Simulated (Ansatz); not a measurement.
## Relaxing Mn

All numbers below come from Ansatz, DFT PBE, scalar-relativistic, plane waves, PAW. Run with 420 eV cutoff, 18×18×10 k-mesh, Gaussian smearing of 0.10 eV, no spin polarisation.

What was changed in Ti: Ti → Mn on all its sites, cell and atoms relaxed.

Command:

```bash
ansatz run input.yaml --threads 1 --pin off --max-ram 2560MiB --backend cpu --events-out ev --progress --plain --runs-dir out
```

Input:

```yaml
crystal:
  lattice:
    - [2.4791501079, 0.0, 0.0]
    - [-1.2395750539, 2.1470069732, 0.0]
    - [0.0, 0.0, 4.0253555608]
  atoms:
    - { symbol: Mn, position: [0.3333333333, 0.6666666667, 0.25] }
    - { symbol: Mn, position: [0.6666666667, 0.3333333333, 0.75] }
basis:
  ecutwfc: 420
kpoints:
  mp_grid: { grid: [18, 18, 10] }
hamiltonian:
  xc: pbe
scf:
  occupations: { method: gaussian, width: 0.1 }
output:
  forces: true
  stress: true
  eigenvalues: true
  write_density: true
  write_potential: true
  elf: true
  volumetric_format: npy
relax:
  adjacent_minimum: "off"
  f_tol: 0.01
  max_steps: 60
  cell: { stress_tol: 0.1 }
```

F is the free energy. Steps run on the plane waves of an earlier cell, but the last one, and at times one on the way, on a freshly chosen basis, so a repeated geometry can differ a little in energy.

Steps:

```csv
step,F − F(1) (eV),largest force component (eV/Å),V (Å³/atom),P (GPa)
1,0.0000,0.000,10.713,-0.19
2,-0.0001,0.000,10.708,-0.07
3,-0.0002,0.000,10.707,-0.02
4,-0.0002,0.000,10.707,-0.02
```

Relaxed structure:

```yaml
crystal:
  lattice:
    - [2.48126, 0.00000, 0.00000]
    - [-1.24063, 2.14883, 0.00000]
    - [0.00000, 0.00000, 4.01614]
  atoms:
    - { symbol: Mn, position: [0.33333, 0.66667, 0.25000] }
    - { symbol: Mn, position: [0.66667, 0.33333, 0.75000] }
```

Symmetry: P6_3/mmc, No. 194, hexagonal system. Conventional cell: a = 2.481 Å, b = 2.481 Å, c = 4.016 Å, α = 90.00°, β = 90.00°, γ = 120.00°. Mn (site symmetry -6m2) has 12 Mn at 2.47 to 2.48 Å as nearest neighbours.

The run converged. Time: 18 s on 1 thread of Arm Neoverse V2, with other jobs on the host, peak memory 0.36 GiB.